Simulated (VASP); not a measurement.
# CuI (F-43m) in VASP: dielectric tensor with PBE

Aim: the dielectric tensor of CuI with PBE.

All numbers are computed with VASP 6.6.1; they aren't measurements. Logs are shortened: lines on timing, memory, paths and dates and some standing lists are left out, and cuts for length are marked.

**Experimental background.**

From a printed reference work, data compilation, for a bulk crystal of CuI: high-frequency dielectric constant 4.84.

How close the calculation comes is told below.

## 1. The crystal as given

It takes space group F-43m (No. 216, cubic). Conventional cell: a = 6.063 Å, b = 6.063 Å, c = 6.063 Å, α = 90.00°, β = 90.00°, γ = 90.00°. Cu (site symmetry -43m) has 4 I at 2.63 Å as nearest neighbours. Around I (site symmetry -43m) lie 4 Cu at 2.63 Å.

The cell was relaxed by an earlier calculation.

## 2. Dielectric tensor, PBE

The input, INCAR:

```
SYSTEM = CuI
PREC = Accurate
ENCUT = 520
EDIFF = 1E-8
ISMEAR = 0
SIGMA = 0.01
LREAL = .FALSE.
LASPH = .TRUE.
NELM = 60
ALGO = Normal
ISIF = 2
LWAVE = .FALSE.
LCHARG = .FALSE.
GGA = PE
LEPSILON = .TRUE.
```

The input, KPOINTS:

```
regular mesh
0
G
  8 8 8
  0 0 0
```

The input, POSCAR:

```
CuI
1.0
    0.0000000000      3.0315000000      3.0315000000
    3.0315000000      0.0000000000      3.0315000000
    3.0315000000      3.0315000000      0.0000000000
Cu I
1 1
Direct
    0.2500000000      0.2500000000      0.2500000000
    0.0000000000      0.0000000000      0.0000000000
```

Potentials or basis: VASP PAW PBE potentials, release 64 (Cu, I).

Launch:

```sh
cat potpaw_PBE.64/Cu/POTCAR potpaw_PBE.64/I/POTCAR > POTCAR
mpirun -np 1 vasp_std > vasp.out
```

OUTCAR:

```text
SYSTEM = CuI
   PREC = Accurate
   ENCUT = 520
   EDIFF = 1E-8
   ISMEAR = 0
   LREAL = .FALSE.
   LASPH = .TRUE.
   NELM = 60
   ISIF = 2
   GGA = PE
   LEPSILON = .TRUE.

 ion  position               nearest neighbor table
   1  0.250  0.250  0.250-   2 2.63   2 2.63   2 2.63   2 2.63
   2  0.000  0.000  0.000-   1 2.63   1 2.63   1 2.63   1 2.63

  LATTYP: Found a face centered cubic cell.
 ALAT       =     6.0630000000

  Lattice vectors:

 A1 = (   0.0000000000,   3.0315000000,   3.0315000000)
 A2 = (   3.0315000000,   0.0000000000,   3.0315000000)
 A3 = (   3.0315000000,   3.0315000000,   0.0000000000)

Analysis of symmetry for initial positions (statically):
=====================================================================
 Subroutine PRICEL returns:
 Original cell was already a primitive cell.

 Routine SETGRP: Setting up the symmetry group for a
 face centered cubic supercell.

 Subroutine GETGRP returns: Found 24 space group operations
 (whereof 24 operations were pure point group operations)
 out of a pool of 48 trial point group operations.

The static configuration has the point symmetry T_d .

Analysis of symmetry for dynamics (positions and initial velocities):
=====================================================================
 Subroutine PRICEL returns:
 Original cell was already a primitive cell.

 Routine SETGRP: Setting up the symmetry group for a
 face centered cubic supercell.

 Subroutine GETGRP returns: Found 24 space group operations
 (whereof 24 operations were pure point group operations)
 out of a pool of 48 trial point group operations.

The dynamic configuration has the point symmetry T_d .

 Subroutine INISYM returns: Found 24 space group operations
 (whereof 24 operations are pure point group operations),
 and found     1 'primitive' translations

----------------------------------------------------------------------------------------

                                     Primitive cell

  volume of cell :      55.7189

  direct lattice vectors                    reciprocal lattice vectors
     0.000000000  3.031500000  3.031500000    -0.164934851  0.164934851  0.164934851
     3.031500000  0.000000000  3.031500000     0.164934851 -0.164934851  0.164934851
     3.031500000  3.031500000  0.000000000     0.164934851  0.164934851 -0.164934851

  length of vectors
     4.287188414  4.287188414  4.287188414     0.285675541  0.285675541  0.285675541

  position of ions in fractional coordinates (direct lattice)
     0.250000000  0.250000000  0.250000000
     0.000000000  0.000000000  0.000000000

  ion indices of the primitive-cell ions
   primitive index   ion index
                 1           1
                 2           2

----------------------------------------------------------------------------------------

 KPOINTS: regular mesh

Automatic generation of k-mesh.
 Grid dimensions read from file:
 generate k-points for:    8    8    8

 Generating k-lattice:

  Cartesian coordinates                     Fractional coordinates (reciprocal lattice)
    -0.020616856  0.020616856  0.020616856     0.125000000  0.000000000  0.000000000
     0.020616856 -0.020616856  0.020616856     0.000000000  0.125000000  0.000000000
     0.020616856  0.020616856 -0.020616856     0.000000000  0.000000000  0.125000000

  Length of vectors
     0.035709443  0.035709443  0.035709443

  Shift w.r.t. Gamma in fractional coordinates (k-lattice)
     0.000000000  0.000000000  0.000000000

[... 78 lines left out ...]
   IVDW    =     0    specifies the selected vdW correction
   LEPSILON=     T    determine dielectric tensor
   LRPA    =     F    only Hartree local field effects (RPA)
 non-spin polarized calculation
 Gauss-broadening in eV      SIGMA  =   0.01
  energy-cutoff  :      520.00
  volume of cell :       55.72
 maximum number of plane-waves:      1524
   NGX = 15   NGY = 15   NGZ = 15

--------------------------------------- Ionic step        1  -------------------------------------------

 number of electron      18.0000014 magnetization

 E-fermi :   4.5041     XC(G=0):  -8.9369

 val. band max:        4.4301436579   @ k =   0.0000   0.0000   0.0000
 cond. band min:       5.5737506409   @ k =   0.0000   0.0000   0.0000
 fundamental gap:      1.1436069830
 Fermi energy:         4.5040781945

 k-point     1 :       0.0000    0.0000    0.0000
  band No.  band energies     occupation
      1      -9.5796      2.00000
      2       0.7919      2.00000
      3       0.7919      2.00000
      4       0.7919      2.00000
      5       2.5793      2.00000
      6       2.5793      2.00000
      7       4.4301      2.00000
      8       4.4301      2.00000
      9       4.4301      2.00000
     10       5.5738      0.00000
     11       9.3021      0.00000
     12       9.3021      0.00000
     13       9.3021      0.00000
[... 354 lines left out ...]
  band No.  band energies     occupation
      1      -8.9353      2.00000
      2      -0.8907      2.00000
      3       0.2535      2.00000
      4       0.7653      2.00000
      5       2.5156      2.00000
      6       2.5906      2.00000
      7       2.7054      2.00000
      8       3.1296      2.00000
      9       3.4288      2.00000
     10       7.9224      0.00000
     11       9.1044      0.00000
     12      10.6383      0.00000
     13      11.8298      0.00000

 [... further k-points ...]

  FORCE on cell =-STRESS in cart. coord.  units (eV):
  Direction    XX          YY          ZZ          XY          YZ          ZX
  --------------------------------------------------------------------------------------
  -------------------------------------------------------------------------------------
  Total        0.1227221      0.1227221      0.1227221     -0.0000000      0.0000000      0.0000000
  in kB        3.5288285      3.5288285      3.5288285     -0.0000000      0.0000000      0.0000000
  external PRESSURE =       3.5288285 kB  Pullay stress =       0.0000000 kB

 VOLUME and BASIS-vectors are now :
 -----------------------------------------------------------------------------
  energy-cutoff  :      520.00
  volume of cell :       55.72
      direct lattice vectors                 reciprocal lattice vectors
     0.000000000  3.031500000  3.031500000    -0.164934851  0.164934851  0.164934851
     3.031500000  0.000000000  3.031500000     0.164934851 -0.164934851  0.164934851
     3.031500000  3.031500000  0.000000000     0.164934851  0.164934851 -0.164934851

 POSITION                                       TOTAL-FORCE (eV/Angst)
 -----------------------------------------------------------------------------------
      1.51575      1.51575      1.51575        -0.000000     -0.000000     -0.000000
      0.00000      0.00000      0.00000         0.000000      0.000000      0.000000
 -----------------------------------------------------------------------------------
    total drift:                                0.000001      0.000001      0.000001

  FREE ENERGIE OF THE ION-ELECTRON SYSTEM (eV)
  ---------------------------------------------------
  free  energy   TOTEN  =        -5.5619806875 eV

  energy  without entropy=       -5.5619806875  energy(sigma->0) =       -5.56198069

 HEAD OF MICROSCOPIC STATIC DIELECTRIC TENSOR (INDEPENDENT PARTICLE, excluding Hartree and local field effects)
 ------------------------------------------------------
           6.884223    -0.000000     0.000000
          -0.000000     6.884223     0.000000
           0.000000    -0.000000     6.884223
 ------------------------------------------------------

 Free energy of the ion-electron system (eV)
  ---------------------------------------------------
  ---------------------------------------------------
  free energy    TOTEN  =        -0.91365470 eV

  energy without entropy =       -0.91365470

------------------------ aborting loop because EDIFF is reached ----------------------------------------

--------------------------------------- Ionic step        2  -------------------------------------------

------------------------ aborting loop because EDIFF is reached ----------------------------------------

--------------------------------------- Ionic step        3  -------------------------------------------

 Free energy of the ion-electron system (eV)
  ---------------------------------------------------
  ---------------------------------------------------
  free energy    TOTEN  =        -0.91365494 eV

  energy without entropy =       -0.91365494

------------------------ aborting loop because EDIFF is reached ----------------------------------------

 PIEZOELECTRIC TENSOR FIELD DIRECTION 3  (e Angst)
 -----------------------------------------------------------------------------
    -0.00359  1.15896  0.00000           (  0.00000 -0.09665  0.00000)
     1.15896 -0.00359  0.00000           ( -0.09665  0.00000  0.00000)
     0.00000  0.00000  0.00228           (  0.00000  0.00000 -0.00001)

 PIEZOELECTRIC TENSOR FIELD DIRECTION 3  (C/m^2)
 -----------------------------------------------------------------------------
    -0.00103  0.33325  0.00000
     0.33325 -0.00103  0.00000
     0.00000  0.00000  0.00066

 MACROSCOPIC STATIC DIELECTRIC TENSOR (including local field effects in DFT)
 ------------------------------------------------------
           6.537981     0.000000    -0.000000
           0.000000     6.537981    -0.000000
           0.000000     0.000000     6.537981
 ------------------------------------------------------

 PIEZOELECTRIC TENSOR (including local field effects)  for field in x, y, z        (e  Angst)
          XX          YY          ZZ          XY          YZ          ZX
  --------------------------------------------------------------------------------
  x     0.00000     0.00000    -0.00000     0.00000     1.19547    -0.00000
  y     0.00000     0.00000    -0.00000     0.00000     0.00000     1.19547
  z     0.00000    -0.00000     0.00000     1.19547     0.00000     0.00000

 PIEZOELECTRIC TENSOR (including local field effects)  for field in x, y, z        (C/m^2)
          XX          YY          ZZ          XY          YZ          ZX
  --------------------------------------------------------------------------------
  x     0.00000     0.00000    -0.00000     0.00000     0.34375    -0.00000
  y     0.00000     0.00000    -0.00000     0.00000     0.00000     0.34375
  z     0.00000    -0.00000     0.00000     0.34375     0.00000     0.00000

 BORN EFFECTIVE CHARGES (including local field effects) (in |e|, cummulative output)
 ---------------------------------------------------------------------------------
 ion    1
    1     1.12329     0.00000     0.00000
    2    -0.00000     1.12329    -0.00000
    3    -0.00000    -0.00000     1.12329
 ion    2
    1    -1.12329     0.00000     0.00000
    2     0.00000    -1.12329     0.00000
    3     0.00000     0.00000    -1.12329
```

Run time: 4.9 min. Hardware: 1 thread of Intel Xeon Platinum 8259CL at 2.50GHz (Skylake/Cascade Lake), shared host; peak memory 0.34 GiB.

What came out:

| Property | Result |
| --- | --- |
| Band gap on the k mesh | 1.14 eV, direct |
| Electronic dielectric tensor (diagonal) | 6.54 |
| Born charges (mean of the diagonal) | Cu +1.12; I -1.12 e |

Electronic dielectric tensor:
```
6.54 0.00 0.00
0.00 6.54 0.00
0.00 0.00 6.54
```

Born effective charge tensors (e):
atom 1, Cu
```
1.12 0.00 0.00
0.00 1.12 0.00
0.00 0.00 1.12
```
atom 2, I
```
-1.12  0.00  0.00
 0.00 -1.12  0.00
 0.00  0.00 -1.12
```

Caveat: spin-orbit coupling is left out, which moves the levels of the heavy elements.

## 3. Comparison with measurements

Step 2. Against the measured high-frequency dielectric constant of CuI, 4.84 (a printed reference work, data compilation), the calculated 6.54 is off by +35.1 %. So large a miss can be the level of theory's own, or it may mean another phase, state or a wrong row.
